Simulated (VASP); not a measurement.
**HfSiO4 (Hafnon): single point with PBE**

HfSiO4 (Hafnon):

```
Hf Si O
1.0
    -3.28625    3.28625    2.98160
     3.28625   -3.28625    2.98160
     3.28625    3.28625   -2.98160
Hf Si O
2 2 8
Cartesian
  -0.0468 0.0153 0.0278
  0.0226 3.2641 1.4484
  -0.0248 0.0481 2.9666
  3.3116 0.0148 1.4786
  2.1023 3.2738 1.0688
  3.2987 -1.2208 2.5470
  1.1811 -0.0052 4.0701
  3.3021 1.2033 2.5240
  2.0388 -0.0066 0.4050
  0.0226 1.1809 1.9158
  4.5169 0.0184 0.4160
  3.2856 2.0388 -1.0536
```

The cell isn't the ideal one: atoms moved at random, drawn with an rms of 0.05 Å.

- Program: VASP 6.6.1
- Task: single point
- Functional: PBE
- Potentials or basis: VASP PAW PBE potentials, release 64 (Hf_pv, Si, O)
- Cutoff: 520 eV
- k mesh: 6 × 6 × 6
- Occupations: fermi-dirac, width 0.05 eV
- Spin: no spin polarisation

| Quantity | Value |
| --- | --- |
| Pressure | 7.0 GPa |
| Largest force | 3.907 eV/Å |
| Band gap on the k mesh | 5.20 eV, indirect (least direct gap 5.56 eV) |

Forces on the atoms (eV/Å):
```
Hf   1.485 -0.711 -0.950
Hf  -0.951  0.715  0.434
Si   1.527 -3.340  1.334
Si  -1.745 -0.870 -1.064
O   -2.014  0.162  0.946
O    0.003 -0.111  0.422
O    0.939  0.151 -0.075
O   -0.039  1.260  1.474
O    1.080 -0.153  0.379
O   -0.146  2.744 -2.042
O    0.017 -0.225 -0.537
O   -0.157  0.378 -0.321
```

Stress tensor (GPa, compression positive):
```
 5.40  0.32 -2.67
 0.32  7.16 -1.74
-2.67 -1.74  8.48
```

Levels at points of the mesh, in eV from the valence-band top:
```tsv
k point	band 36	band 37	band 38	band 39	band 40	band 41
(0.00, 0.00, 0.00)	-0.55	-0.48	0.00	5.64	5.91	5.91
(0.50, 0.00, 0.00)	-0.90	-0.28	-0.13	5.47	5.72	6.36
(0.50, 0.00, 0.50)	-0.77	-0.34	-0.28	5.54	5.72	6.40
(0.00, 0.50, 0.50)	-0.88	-0.33	-0.20	5.49	5.72	6.43
(0.00, 0.50, 0.00)	-0.85	-0.27	-0.17	5.51	5.66	6.19
(0.50, 0.50, 0.00)	-0.82	-0.59	-0.49	5.20	5.37	6.19
(0.00, 0.00, 0.50)	-0.89	-0.65	-0.57	5.20	5.36	6.16
(0.50, 0.50, 0.50)	-1.08	-0.96	-0.84	5.99	6.21	6.39
```

Wall time 7.4 min on 1 thread of Intel(R) Xeon(R) 6975P-C (Granite Rapids) (shared host), peak memory 0.64 GiB.

Caveat: spin-orbit coupling is left out, which moves the levels of the heavy elements. A k mesh can miss the band edges.
